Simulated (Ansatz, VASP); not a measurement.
**NaCl: VASP beside Ansatz**

POSCAR

```
NaCl
1.0
    0.0000000000      2.7657848719      2.7657848719
    2.7657848719      0.0000000000      2.7657848719
    2.7657848719      2.7657848719      0.0000000000
Na Cl
1 1
Direct
    0.0000000000      0.0000000000      0.0000000000
    0.5000000000      0.5000000000      0.5000000000
```

File INCAR.step1:

```
SYSTEM = NaCl
  PREC = Accurate
  ENCUT = 520
  ISMEAR = 0
  SIGMA = 0.05
  LREAL = .FALSE.
  LASPH = .TRUE.
  NELM = 80
  NBANDS = 14
  GGA = PE
  ALGO = Normal
  EDIFF = 1E-4
  LWAVE = .TRUE.
  LCHARG = .FALSE.
```

Contents of INCAR.step2:

```
SYSTEM = NaCl
  PREC = Accurate
  ENCUT = 520
  EDIFF = 1E-6
  ISMEAR = 0
  SIGMA = 0.05
  LREAL = .FALSE.
  LASPH = .TRUE.
  NELM = 80
  ALGO = Normal
  ISIF = 2
  LWAVE = .FALSE.
  LCHARG = .FALSE.
  METAGGA = R2SCAN
  LMIXTAU = .TRUE.
  NBANDS = 14
  ISTART = 1
```

Contents of KPOINTS:

```
regular mesh
0
G
  6 6 6
  0 0 0
```

Input for Ansatz:

```yaml
crystal:
  lattice:
    - [0.0, 2.7657848719, 2.7657848719]
    - [2.7657848719, 0.0, 2.7657848719]
    - [2.7657848719, 2.7657848719, 0.0]
  atoms:
    - { symbol: Na, position: [0.0, 0.0, 0.0] }
    - { symbol: Cl, position: [0.5, 0.5, 0.5] }
basis:
  ecutwfc: 500
  ecutrho_ratio: 4
kpoints:
  mp_grid: { grid: [6, 6, 6] }
hamiltonian:
  xc: r2scan
scf:
  occupations: { method: gaussian, width: 0.05 }
output:
  forces: true
  stress: true
  eigenvalues: true
```

Alike in both runs: task single point; functional r2SCAN; k mesh 6 × 6 × 6; occupations gaussian, width 0.05 eV; no spin polarisation.

|  | VASP | Ansatz |
| --- | --- | --- |
| version | VASP 6.6.1 | Ansatz 0.2.0 |
| potentials or method | VASP PAW PBE potentials, release 64 (Na_pv, Cl) | scalar-relativistic, plane waves, PAW |
| plane-wave cutoff (eV) | 520 | 500 |
| valence electrons in the cell | 14 | 16 |

VASP gave:

| Item | Value |
| --- | --- |
| gap on the k mesh at the Fermi level (eV) | 6.17 |
| least direct gap on the mesh (eV) | 6.17 |
| pressure (GPa) | 1.1 |

Question: What did Ansatz give for the same quantities?

Answer: gap on the k mesh at the Fermi level (eV): 6.15; least direct gap on the mesh (eV): 6.15; pressure (GPa): 1.2.

With one functional, cell and mesh, what is left measures potentials, basis and numerics. The two sets of potentials don't hold the same shells in valence.

Caveats: the PAW data sets were made with another functional, which shifts forces and pressure a little (VASP). r2SCAN opens gaps a little over a GGA but as a rule still falls short of measured ones.
